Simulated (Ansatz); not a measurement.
**HfO₂: the gap under strain, fitted and tested**

Plane-wave DFT in Ansatz, PBE, scalar-relativistic PAW potentials, cutoff 420 eV, no spin-orbit coupling; no spin polarisation. HfO₂ in space group P4_2/nmc, a structure that wasn't matched to a measured phase. Uniaxial strain along a; b, c and atoms relaxed (conventional cell); Kohn–Sham gaps sought over the whole zone.

| strain (%) | space group | gap (eV) |
| --- | --- | --- |
| -4.5 | Pmmn | 4.511 |
| -3.0 | Pmmn | ? |
| -1.5 | Pmmn | 4.619 |
| +0.0 | P4_2/nmc | 4.670 |
| +1.5 | Pmmn | 4.612 |
| +3.0 | Pmmn | 4.554 |
| +4.5 | Pmmn | 4.503 |

Q: Fit the given gaps and predict the missing one.

A: Next to zero the slopes are +34 meV per % on the compressed side and -39 on the stretched side. The slope drops at zero, where the strain lowers the symmetry and can split a degenerate edge, with another member setting the gap on each side, so only the side of the missing row is fitted, by a line: E_g = 4.671 +0.0354 ε eV (ε in %; scatter 1 meV). At -3.0 % this gives 4.565 eV; the run gave 4.566 eV, 1 meV away. The fit holds.

Spin-orbit coupling, left out, matters for bands of heavy elements.

Cost: about 8.1 core-minutes for the runs cited, on Arm Neoverse V2 (shared hosts).

This form isn't the usual stable structure of the compound.